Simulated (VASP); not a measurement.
## Ta: relaxation of cell and atoms with PBEsol

The system is Ta.

```
CELL_PARAMETERS angstrom
-1.64169 1.64169 1.64169
1.64169 -1.64169 1.64169
1.64169 1.64169 -1.64169
ATOMIC_POSITIONS crystal
Ta 0.00000 0.00000 0.00000
```

```yaml
Program: VASP 6.6.1
Task: relaxation of cell and atoms
Functional: PBEsol
Potentials_or_basis: VASP PAW PBE potentials, release 64 (Ta_pv)
Cutoff: 600 eV
k_mesh: 16 × 16 × 16
Occupations: methfessel-paxton, width 0.1 eV
Spin: no spin polarisation
Further_INCAR_settings: ALGO = Normal; EDIFF = 1e-07; IBRION = 2; EDIFFG = -0.005; NSW = 90; ISIF = 3
```

| Quantity | Value |
| --- | --- |
| Pressure after relaxing | 0.0 GPa |
| Band gap on the k mesh | none (metal or under the smearing width) |

Final structure:
```xyz
1
Lattice="-1.6417 1.6417 1.6417 1.6417 -1.6417 1.6417 1.6417 1.6417 -1.6417" Properties=species:S:1:pos:R:3 pbc="T T T"
Ta    0.0000    0.0000    0.0000
```

Levels at points of the mesh, in eV from the Fermi level:
| k point | band 2 | band 3 | band 4 | band 5 | band 6 | band 7 | band 8 | band 9 |
| --- | --- | --- | --- | --- | --- | --- | --- | --- |
| (0.00, 0.00, 0.00) | -32.93 | -32.93 | -7.97 | 0.74 | 0.74 | 0.74 | 4.08 | 4.08 |
| (0.50, 0.00, 0.00) | -33.34 | -32.94 | -4.44 | -1.58 | 1.72 | 3.97 | 5.02 | 8.00 |
| (0.50, 0.50, 0.50) | -33.80 | -33.80 | -3.89 | -3.89 | 7.01 | 7.01 | 7.01 | 8.85 |

It took 30 s on 1 thread of Intel(R) Xeon(R) Platinum 8488C (Sapphire Rapids), on a shared host, peak memory 0.15 GiB.

Caveat: the relaxation stopped at its first step, so nothing moved; the PAW data sets were made with another functional, which shifts forces and pressure a little. Spin-orbit coupling is left out, which matters for the levels of Ta.
